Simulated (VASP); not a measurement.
# Si7H2 in VASP: further runs

Runs on Si7H2. Level: rev-vdW-DF2. Tasks: relaxation of the atoms, single point.

Everything below comes from runs of VASP 6.6.1. Logs are shortened: lines on timing, memory, paths and dates and some standing lists are left out, and cuts for length are marked.

**1. The structure**

The cell holds a slab with vacuum, 36 atoms: a = 7.715 Å, b = 7.715 Å, c = 26.144 Å, α = 90.00°, β = 90.00°, γ = 90.00°.

**2. Relaxation of the atoms, rev-vdW-DF2**

INCAR reads:

```
  AGGAC = 0.0
  ALGO = Normal
  DIPOL = 0.5 0.5 0.472
  EDIFF = 1E-6
  EDIFFG = -0.03
  ENCUT = 450
  GGA = MK
  IBRION = 2
  IDIPOL = 3
  ISIF = 2
  ISMEAR = 0
  KPAR = 4
  LASPH = True
  LCHARG = False
  LDIPOL = True
  LREAL = Auto
  LUSE_VDW = True
  LWAVE = False
  NCORE = 2
  NELM = 80
  NSW = 90
  PARAM1 = 0.1234
  PARAM2 = 0.711357
  PREC = Normal
  SIGMA = 0.05
  ZAB_VDW = -1.8867
```

KPOINTS reads:

```
k-points
0
Gamma
  4 4 1
```

POSCAR reads:

```
Si7H2
1.0
    7.7153580600      0.0000000000      0.0000000000
    0.0000000000      7.7153580600      0.0000000000
    0.0000000000      0.0000000000     26.1436990000
H Si
8 28
Selective dynamics
Direct
    0.5000000000      0.3423164600      0.3251261400  F F F
    0.5000000000      0.6576835400      0.3251261400  F F F
    0.5000000000      0.8423164600      0.3251261400  F F F
    0.5000000000      0.1576835400      0.3251261400  F F F
    0.0000000000      0.6576835400      0.3251261400  F F F
    0.0000000000      0.3423164600      0.3251261400  F F F
    0.0000000000      0.1576835400      0.3251261400  F F F
    0.0000000000      0.8423164600      0.3251261400  F F F
    0.5000000000      0.5000000000      0.3580337300  F F F
    0.5000000000      0.0000000000      0.3580337300  F F F
    0.0000000000      0.5000000000      0.3580337300  F F F
    0.0000000000      0.0000000000      0.3580337300  F F F
    0.7500000000      0.5000000000      0.4102029100  F F F
    0.7500000000      0.0000000000      0.4102029100  F F F
    0.2500000000      0.5000000000      0.4102029100  F F F
    0.2500000000      0.0000000000      0.4102029100  F F F
    0.7500000000      0.7500000000      0.4623721000  F F F
    0.7500000000      0.2500000000      0.4623721000  F F F
    0.2500000000      0.7500000000      0.4623721000  F F F
    0.2500000000      0.2500000000      0.4623721000  F F F
    0.0000000000      0.7500000000      0.5145412900  T T T
    0.0000000000      0.2500000000      0.5145412900  T T T
    0.5000000000      0.7500000000      0.5145412900  T T T
    0.5000000000      0.2500000000      0.5145412900  T T T
    0.0000000000      0.0000000000      0.5667104700  T T T
    0.0000000000      0.5000000000      0.5667104700  T T T
    0.5000000000      0.0000000000      0.5667104700  T T T
    0.5000000000      0.5000000000      0.5667104700  T T T
    0.2500000000      0.0000000000      0.6188796600  T T T
    0.2500000000      0.5000000000      0.6188796600  T T T
    0.7500000000      0.0000000000      0.6188796600  T T T
    0.7500000000      0.5000000000      0.6188796600  T T T
    0.3450000000      0.2500000000      0.6748738600  T T T
    0.3450000000      0.7500000000      0.6519237800  T T T
    0.6550000000      0.2500000000      0.6519237800  T T T
    0.6550000000      0.7500000000      0.6748738600  T T T
```

Potentials or basis: VASP PAW PBE potentials, release 64 (H, Si).

Run with:

```
$ cat potpaw_PBE.64/H/POTCAR potpaw_PBE.64/Si/POTCAR > POTCAR
$ mpirun -np 8 vasp_std > vasp.out
```

OUTCAR:

```text
EDIFF = 1E-6
   EDIFFG = -0.03
   ENCUT = 450
   GGA = MK
   IBRION = 2
   ISIF = 2
   ISMEAR = 0
   LASPH = True
   LREAL = Auto
   NELM = 80
   NSW = 90
   PREC = Normal

 ion  position               nearest neighbor table
   1  0.500  0.342  0.325-   9 1.49
   2  0.500  0.658  0.325-   9 1.49
   3  0.500  0.842  0.325-  10 1.49
   4  0.500  0.158  0.325-  10 1.49
   5  0.000  0.658  0.325-  11 1.49
   6  0.000  0.342  0.325-  11 1.49
   7  0.000  0.158  0.325-  12 1.49
   8  0.000  0.842  0.325-  12 1.49
   9  0.500  0.500  0.358-   1 1.49   2 1.49  13 2.36  15 2.36
  10  0.500  0.000  0.358-   3 1.49   4 1.49  14 2.36  16 2.36
  11  0.000  0.500  0.358-   5 1.49   6 1.49  13 2.36  15 2.36
  12  0.000  0.000  0.358-   7 1.49   8 1.49  14 2.36  16 2.36
  13  0.750  0.500  0.410-   9 2.36  11 2.36  17 2.36  18 2.36
  14  0.750  0.000  0.410-  10 2.36  12 2.36  17 2.36  18 2.36
[... 16 lines left out ...]
  31  0.750  0.000  0.619-  35 2.24  27 2.36  25 2.36  36 2.53
  32  0.750  0.500  0.619-  35 2.24  28 2.36  26 2.36  36 2.53
  33  0.345  0.250  0.675-  35 2.47  30 2.53  29 2.53
  34  0.345  0.750  0.652-  29 2.24  30 2.24  36 2.47
  35  0.655  0.250  0.652-  31 2.24  32 2.24  33 2.47
  36  0.655  0.750  0.675-  34 2.47  32 2.53  31 2.53

  LATTYP: Found a simple tetragonal cell.
 ALAT       =     7.7153580600
 C/A-ratio  =     3.3885269869

  Lattice vectors:

 A1 = (   7.7153580600,   0.0000000000,   0.0000000000)
 A2 = (   0.0000000000,   7.7153580600,   0.0000000000)
 A3 = (   0.0000000000,   0.0000000000,  26.1436990000)

Analysis of symmetry for initial positions (statically):
=====================================================================
 Subroutine PRICEL returns:
 Original cell was already a primitive cell.

 Routine SETGRP: Setting up the symmetry group for a
 simple tetragonal supercell.

 Subroutine GETGRP returns: Found  4 space group operations
 (whereof  2 operations were pure point group operations)
 out of a pool of 16 trial point group operations.

The static configuration has the point symmetry C_2 .
 The point group associated with its full space group is C_2v.

Analysis of symmetry for dynamics (positions and initial velocities):
=====================================================================
 Subroutine PRICEL returns:
 Original cell was already a primitive cell.

 Routine SETGRP: Setting up the symmetry group for a
 simple tetragonal supercell.

 Subroutine GETGRP returns: Found  4 space group operations
[... 198 lines left out ...]
   AEXX    =    0.0000 exact exchange contribution
   IVDW_NL    =     1    kernel type
   BPARAM     = 6.3000
   IVDW    =     0    specifies the selected vdW correction
   LEPSILON=     F    determine dielectric tensor
   LRPA    =     F    only Hartree local field effects (RPA)
 conjugate gradient relaxation of ions
 non-spin polarized calculation
 Gauss-broadening in eV      SIGMA  =   0.05
  energy-cutoff  :      450.00
  volume of cell :     1556.25
 maximum number of plane-waves:     33778
   NGX = 27   NGY = 27   NGZ = 91

 dipolmoment           0.000000      0.000000     -0.288410 electrons x Angstroem

--------------------------------------- Ionic step        1  -------------------------------------------

 number of electron     119.9999915 magnetization

 Free energy of the ion-electron system (eV)
  ---------------------------------------------------
  ext. energy  EPLUGINS =         0.00000000
  ---------------------------------------------------
  free energy    TOTEN  =      -141.48458378 eV

  energy without entropy =     -141.47725123  energy(sigma->0) =     -141.48091751

------------------------ aborting loop because EDIFF is reached ----------------------------------------

  FORCE on cell =-STRESS in cart. coord.  units (eV):
  Direction    XX          YY          ZZ          XY          YZ          ZX
  --------------------------------------------------------------------------------------
  -------------------------------------------------------------------------------------
  Total       -4.6190446     13.1282895     -0.5134191      0.0000000      0.0000000      0.0000000
  in kB       -4.7553615     13.5157304     -0.5285711      0.0000000      0.0000000      0.0000000
  external PRESSURE =       2.7439326 kB  Pullay stress =       0.0000000 kB
[... 199 lines left out ...]
  energy  without entropy=     -141.9398588663  energy(sigma->0) =     -141.94301479

Total vdW correction in eV:     19.6147246

 vacuum level on the upper side and lower side of the slab       (xc-potential included)         0.030        -0.530

[... ionic steps 4 to 13 ...]

--------------------------------------- Ionic step       14  -------------------------------------------

 number of electron     119.9999906 magnetization

------------------------ aborting loop because EDIFF is reached ----------------------------------------
[... 139 lines left out ...]
--------------------------------------- Ionic step       16  -------------------------------------------

 number of electron     119.9999907 magnetization

 dipolmoment           0.000000      0.000000      0.145861 electrons x Angstroem

 Free energy of the ion-electron system (eV)
  ---------------------------------------------------
  ext. energy  EPLUGINS =         0.00000000
  ---------------------------------------------------
  free energy    TOTEN  =      -142.22562772 eV

  energy without entropy =     -142.22561990  energy(sigma->0) =     -142.22562381

 E-fermi :  -1.0353     XC(G=0):  -4.3898

 val. band max:       -1.1752094893   @ k =   0.5000   0.2500   0.0000
 cond. band min:      -0.9110874930   @ k =   0.0000   0.0000   0.0000
 fundamental gap:      0.2641219963
 Fermi energy:        -1.0352885994

 k-point     1 :       0.0000    0.0000    0.0000
  band No.  band energies     occupation
      1     -12.6081      2.00000
      2     -11.9448      2.00000
      3     -10.8360      2.00000
      4     -10.6996      2.00000
      5     -10.6350      2.00000
      6     -10.5709      2.00000
[... 664 lines left out ...]
     71       2.0630      0.00000
     72       2.0630      0.00000
 [bands above 72 left out]

------------------------ aborting loop because EDIFF is reached ----------------------------------------

 vacuum level on the upper side and lower side of the slab       (xc-potential included)        -0.044        -0.418

  FORCE on cell =-STRESS in cart. coord.  units (eV):
  Direction    XX          YY          ZZ          XY          YZ          ZX
  --------------------------------------------------------------------------------------
  -------------------------------------------------------------------------------------
  Total       -5.8128816     10.0789430      0.0570287      0.0000000      0.0000000      0.0000000
  in kB       -5.9844309     10.3763919      0.0587117      0.0000000      0.0000000      0.0000000
  external PRESSURE =       1.4835576 kB  Pullay stress =       0.0000000 kB
[... 55 lines left out ...]
  energy  without entropy=     -142.2256199023  energy(sigma->0) =     -142.22562381

Total vdW correction in eV:     19.6274298

 reached required accuracy - stopping structural energy minimisation

 vacuum level on the upper side and lower side of the slab         3.904         3.525
```

OSZICAR:

```text
N       E                     dE             d eps       ncg     rms          rms(c)
DAV:   1     0.598583107763E+03    0.59858E+03   -0.36060E+04  1422   0.992E+02
DAV:   2    -0.787942945482E+02   -0.67738E+03   -0.65669E+03  1965   0.190E+02
DAV:   3    -0.144093793855E+03   -0.65299E+02   -0.64502E+02  1692   0.593E+01
DAV:   4    -0.146760321197E+03   -0.26665E+01   -0.26554E+01  2140   0.136E+01
[... 163 lines left out ...]
DAV:   1    -0.142225403030E+03   -0.14111E-02   -0.62079E-02  1422   0.648E-01    0.952E-02
DAV:   2    -0.142225640394E+03   -0.23736E-03   -0.29533E-03  1860   0.151E-01    0.452E-02
DAV:   3    -0.142225626875E+03    0.13519E-04   -0.15455E-04  1916   0.364E-02    0.279E-02
DAV:   4    -0.142225627189E+03   -0.31347E-06   -0.28213E-05  1756   0.156E-02    0.101E-02
DAV:   5    -0.142225627721E+03   -0.53242E-06   -0.68947E-06  1708   0.736E-03
  16 F= -.14222563E+03 E0= -.14222562E+03  d E =-.163578E-02
```

Wall time 79 min (8 MPI ranks of Intel Xeon Platinum 8175M at 2.50GHz (Skylake/Cascade Lake), shared host); peak memory 1.2 GiB.

Results:

```yaml
Free_energy: -142.2256 eV
Energy_gained_by_relaxing: 20.6 meV/atom
Ionic_steps: 16
Band_gap_on_the_k_mesh: 0.26 eV, indirect (least direct gap 0.44 eV)
```

Step by step:
| step | energy change (eV) | largest force (eV/Å) | pressure (GPa) |
| --- | --- | --- | --- |
| 1 | 0.0000 | 1.3479 | 0.27 |
| 2 | -0.3707 | 0.6616 | 0.15 |
| 3 | -0.4616 | 0.5683 | 0.12 |
| 4 | -0.5544 | 0.5118 | 0.16 |
| 5 | -0.5799 | 0.5632 | 0.21 |
| 6 | -0.6570 | 0.5124 | 0.22 |
| 7 | -0.7143 | 0.5128 | 0.23 |
| 8 | -0.7146 | 0.5128 | 0.23 |
| 9 | -0.7318 | 0.5132 | 0.20 |
| 10 | -0.7318 | 0.5133 | 0.20 |
| 11 | -0.7355 | 0.5134 | 0.19 |
| 12 | -0.7362 | 0.5134 | 0.18 |
| 13 | -0.7387 | 0.5133 | 0.17 |
| 14 | -0.7394 | 0.5133 | 0.16 |
| 15 | -0.7394 | 0.5132 | 0.15 |
| 16 | -0.7410 | 0.5131 | 0.15 |

Final structure:
```yaml
crystal:
  lattice:
    - [7.71536, 0.00000, 0.00000]
    - [0.00000, 7.71536, 0.00000]
    - [0.00000, 0.00000, 26.14370]
  atoms:
    - { symbol: H, position: [0.50000, 0.34232, 0.32513] }
    - { symbol: H, position: [0.50000, 0.65768, 0.32513] }
    - { symbol: H, position: [0.50000, 0.84232, 0.32513] }
    - { symbol: H, position: [0.50000, 0.15768, 0.32513] }
    - { symbol: H, position: [0.00000, 0.65768, 0.32513] }
    - { symbol: H, position: [0.00000, 0.34232, 0.32513] }
    - { symbol: H, position: [0.00000, 0.15768, 0.32513] }
    - { symbol: H, position: [0.00000, 0.84232, 0.32513] }
    - { symbol: Si, position: [0.50000, 0.50000, 0.35803] }
    - { symbol: Si, position: [0.50000, 0.00000, 0.35803] }
    - { symbol: Si, position: [0.00000, 0.50000, 0.35803] }
    - { symbol: Si, position: [0.00000, 0.00000, 0.35803] }
    - { symbol: Si, position: [0.75000, 0.50000, 0.41020] }
    - { symbol: Si, position: [0.75000, 0.00000, 0.41020] }
    - { symbol: Si, position: [0.25000, 0.50000, 0.41020] }
    - { symbol: Si, position: [0.25000, 0.00000, 0.41020] }
    - { symbol: Si, position: [0.75000, 0.75000, 0.46237] }
    - { symbol: Si, position: [0.75000, 0.25000, 0.46237] }
    - { symbol: Si, position: [0.25000, 0.75000, 0.46237] }
    - { symbol: Si, position: [0.25000, 0.25000, 0.46237] }
    - { symbol: Si, position: [0.00140, 0.75000, 0.51689] }
    - { symbol: Si, position: [0.99860, 0.25000, 0.51689] }
    - { symbol: Si, position: [0.50117, 0.75000, 0.51184] }
    - { symbol: Si, position: [0.49883, 0.25000, 0.51184] }
    - { symbol: Si, position: [0.00000, 0.00000, 0.57109] }
    - { symbol: Si, position: [0.00000, 0.50000, 0.57109] }
    - { symbol: Si, position: [0.50000, 0.00000, 0.56238] }
    - { symbol: Si, position: [0.50000, 0.50000, 0.56238] }
    - { symbol: Si, position: [0.26166, 0.01541, 0.62030] }
    - { symbol: Si, position: [0.26166, 0.48459, 0.62030] }
    - { symbol: Si, position: [0.73834, 0.98459, 0.62030] }
    - { symbol: Si, position: [0.73834, 0.51541, 0.62030] }
    - { symbol: Si, position: [0.33228, 0.25000, 0.67730] }
    - { symbol: Si, position: [0.37648, 0.75000, 0.64818] }
    - { symbol: Si, position: [0.62352, 0.25000, 0.64818] }
    - { symbol: Si, position: [0.66772, 0.75000, 0.67730] }
```

Caveat: the PAW data sets were made with another functional, which shifts forces and pressure a little.

**3. Single point, rev-vdW-DF2**

INCAR reads:

```
SYSTEM = Si7H2
PREC     = Normal         ! precision mode
ENCUT    = 450            ! plane-wave cutoff, eV
EDIFF    = 1E-6           ! SCF threshold, eV
ISMEAR   = 0              ! smearing method
SIGMA    = 0.05           ! smearing width, eV
LREAL    = Auto         
LASPH    = .TRUE.         ! aspherical terms in the spheres
NELM     = 80             ! most SCF steps
ALGO     = Normal         ! electronic algorithm
ISIF     = 2              ! what is computed and relaxed
LWAVE    = .FALSE.        ! write WAVECAR
LCHARG   = .FALSE.        ! write CHGCAR
LDIPOL   = .TRUE.       
IDIPOL   = 3            
DIPOL    = 0.5 0.5 0.472
GGA      = MK             ! functional
LUSE_VDW = .TRUE.       
AGGAC    = 0.0          
PARAM1   = 0.1234       
PARAM2   = 0.711357     
ZAB_VDW  = -1.8867      
NBANDS   = 84             ! bands
LVHAR    = .TRUE.       
LVACPOTAV= .TRUE.       
ICORELEVEL= 1            
KPAR     = 4            
NCORE    = 2
```

KPOINTS reads:

```
regular mesh
0
G
  4 4 1
  0 0 0
```

POSCAR reads:

```
Si7H2                                   
1.0
    7.7153580600      0.0000000000      0.0000000000
    0.0000000000      7.7153580600      0.0000000000
    0.0000000000      0.0000000000     26.1436990000
  H               Si            
     8    28
Selective dynamics
Direct
     0.5000000000000000    0.3423164599999993    0.3251261400000018   F   F   F
     0.5000000000000000    0.6576835400000007    0.3251261400000018   F   F   F
     0.5000000000000000    0.8423164599999993    0.3251261400000018   F   F   F
     0.5000000000000000    0.1576835400000007    0.3251261400000018   F   F   F
     0.0000000000000000    0.6576835400000007    0.3251261400000018   F   F   F
     0.0000000000000000    0.3423164599999993    0.3251261400000018   F   F   F
     0.0000000000000000    0.1576835400000007    0.3251261400000018   F   F   F
     0.0000000000000000    0.8423164599999993    0.3251261400000018   F   F   F
     0.5000000000000000    0.5000000000000000    0.3580337300000025   F   F   F
     0.5000000000000000    0.0000000000000000    0.3580337300000025   F   F   F
     0.0000000000000000    0.5000000000000000    0.3580337300000025   F   F   F
     0.0000000000000000    0.0000000000000000    0.3580337300000025   F   F   F
     0.7500000000000000    0.5000000000000000    0.4102029100000024   F   F   F
     0.7500000000000000    0.0000000000000000    0.4102029100000024   F   F   F
     0.2500000000000000    0.5000000000000000    0.4102029100000024   F   F   F
     0.2500000000000000    0.0000000000000000    0.4102029100000024   F   F   F
     0.7500000000000000    0.7500000000000000    0.4623721000000032   F   F   F
     0.7500000000000000    0.2500000000000000    0.4623721000000032   F   F   F
     0.2500000000000000    0.7500000000000000    0.4623721000000032   F   F   F
     0.2500000000000000    0.2500000000000000    0.4623721000000032   F   F   F
     0.0014001683848378    0.7500000000000000    0.5168857606388150   T   T   T
     0.9985998316151623    0.2500000000000000    0.5168857606388150   T   T   T
     0.5011690949365760    0.7500000000000000    0.5118351898913600   T   T   T
     0.4988309050634240    0.2500000000000000    0.5118351898913600   T   T   T
     0.0000000000000000    0.0000000000000000    0.5710947034775181   T   T   T
     0.0000000000000000    0.5000000000000000    0.5710947034775181   T   T   T
     0.5000000000000000    0.0000000000000000    0.5623795099934883   T   T   T
     0.5000000000000000    0.5000000000000000    0.5623795099934883   T   T   T
     0.2616631972185378    0.0154121243848393    0.6202952008961972   T   T   T
     0.2616631972185379    0.4845878756151608    0.6202952008961972   T   T   T
     0.7383368027814623    0.9845878756151606    0.6202952008961972   T   T   T
     0.7383368027814623    0.5154121243848394    0.6202952008961972   T   T   T
     0.3322829487290380    0.2500000000000000    0.6772963195049442   T   T   T
     0.3764774493648734    0.7500000000000000    0.6481842725915576   T   T   T
     0.6235225506351267    0.2500000000000000    0.6481842725915576   T   T   T
     0.6677170512709619    0.7500000000000000    0.6772963195049442   T   T   T
```

Potentials or basis: VASP PAW PBE potentials, release 64 (H, Si).

Run with:

```
$ cat potpaw_PBE.64/H/POTCAR potpaw_PBE.64/Si/POTCAR > POTCAR
$ mpirun -np 8 vasp_std > vasp.out
```

It took 8.8 min on 8 MPI ranks of Intel Xeon Platinum 8175M at 2.50GHz (Skylake/Cascade Lake), shared host; peak memory 1.1 GiB.

It converged, with:

```yaml
Free_energy: -142.2256 eV
Largest_force: 0.513 eV/Å
Band_gap_on_the_k_mesh: 0.26 eV, indirect (least direct gap 0.44 eV)
Ionisation_potential_of_the_upper_face: 5.35 eV
```

Forces in eV/Å, atoms in the order of the input:
```
H    0.002  0.495 -0.089
H   -0.002 -0.495 -0.089
H   -0.002  0.495 -0.089
H    0.002 -0.495 -0.089
H   -0.007 -0.503 -0.100
H    0.007  0.503 -0.100
H    0.007 -0.503 -0.100
H   -0.007  0.503 -0.100
Si   0.000  0.000  0.318
Si   0.000  0.000  0.318
Si   0.000  0.000  0.273
Si   0.000  0.000  0.273
Si   0.142  0.006 -0.098
Si   0.142 -0.006 -0.098
Si  -0.142 -0.006 -0.098
Si  -0.142  0.006 -0.098
Si   0.427  0.000 -0.053
Si   0.267  0.000 -0.040
Si  -0.267  0.000 -0.040
Si  -0.427  0.000 -0.053
Si   0.000  0.000  0.027
Si   0.000  0.000  0.027
Si   0.015  0.000  0.001
Si  -0.015  0.000  0.001
Si   0.000  0.000  0.006
Si   0.000  0.000  0.006
Si   0.000  0.000  0.028
Si   0.000  0.000  0.028
Si   0.011 -0.009  0.016
Si   0.011  0.009  0.016
Si  -0.011  0.009  0.016
Si  -0.011 -0.009  0.016
Si  -0.012  0.000 -0.024
Si   0.028  0.000  0.005
Si  -0.028  0.000  0.005
Si   0.012  0.000 -0.024
```

Levels at points of the mesh, in eV from the valence-band top:
```tsv
k point	band 58	band 59	band 60	band 61	band 62	band 63
(0.00, 0.00, 0.00)	-0.35	-0.19	-0.17	0.26	0.99	1.14
(0.50, 0.00, 0.00)	-0.28	-0.18	-0.06	0.41	1.13	1.76
(0.00, 0.50, 0.00)	-0.37	-0.19	-0.19	1.01	1.01	1.82
(0.50, 0.50, 0.00)	-0.98	-0.03	-0.03	1.23	1.23	1.97
```

Caveat: the PAW data sets were made with another functional, which shifts forces and pressure a little.
